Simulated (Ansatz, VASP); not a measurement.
This is a calculation of Zn for Ansatz 0.2.0.

The input input.yaml:

```yaml
crystal:
  lattice:
    - [0.0, 1.964776, 1.964776]
    - [1.964776, 0.0, 1.964776]
    - [1.964776, 1.964776, 0.0]
  atoms:
    - { symbol: Zn, position: [0.0, 0.0, 0.0] }
kpoints:
  mp_grid: { grid: [12, 12, 12] }
scf:
  occupations: { method: fermi_dirac, width: 0.05 }
hamiltonian:
  xc: pbesol
  pseudopotentials: { kind: all_electron, lapw: { basis_error: 0.001 } }
output:
  forces: true
  stress: true
relax:
  f_tol: 0.005
  max_steps: 60
  cell: {}
```

Potentials or basis: all-electron LAPW, scalar-relativistic.

Launch:

```bash
$ ansatz run input.yaml --threads 1 --pin off --max-ram 3072MiB --backend cpu --events-out ev --progress --plain --runs-dir out
```

Task: Translate it to VASP 6.6.1. Potentials there: VASP PAW PBE potentials, release 64 (Zn).

Result: As run (the cutoff follows the program's own potentials):

The input INCAR:

```
SYSTEM = Zn
PREC = Accurate ; ENCUT = 600
EDIFF = 1E-6 ; ISMEAR = -1
SIGMA = 0.05 ; LREAL = .FALSE.
LASPH = .TRUE. ; NELM = 60
ALGO = Normal ; ISIF = 3
LWAVE = .FALSE. ; LCHARG = .FALSE.
GGA = PS ; IBRION = 2
NSW = 80 ; EDIFFG = -0.005
```

The input KPOINTS:

```
regular mesh
0
G
  12 12 12
  0 0 0
```

File POSCAR:

```
Zn
1.0
    0.0000000000      1.9647760000      1.9647760000
    1.9647760000      0.0000000000      1.9647760000
    1.9647760000      1.9647760000      0.0000000000
Zn
1
Direct
    0.0000000000      0.0000000000      0.0000000000
```

Potentials or basis: VASP PAW PBE potentials, release 64 (Zn).

The run is started by

```console
$ cat potpaw_PBE.64/Zn/POTCAR > POTCAR
$ mpirun -np 1 vasp_std > vasp.out
```

Both were run:

|  | VASP | Ansatz | Ansatz less VASP |
| --- | --- | --- | --- |
| relaxed volume (Å³/atom) | 14.17 | 14.11 | -0.062 |
| relaxed cell length with the largest relative difference (Å) | 2.716 | 2.712 | -0.0040 |
| energy change over the relaxation (meV/atom) | -17 | -19 | -2.0 |

Ansatz ran all-electron here, so the differences hold the error of VASP's frozen core and of both bases.

Caveats: the PAW data sets were made with another functional, which shifts forces and pressure a little (VASP).
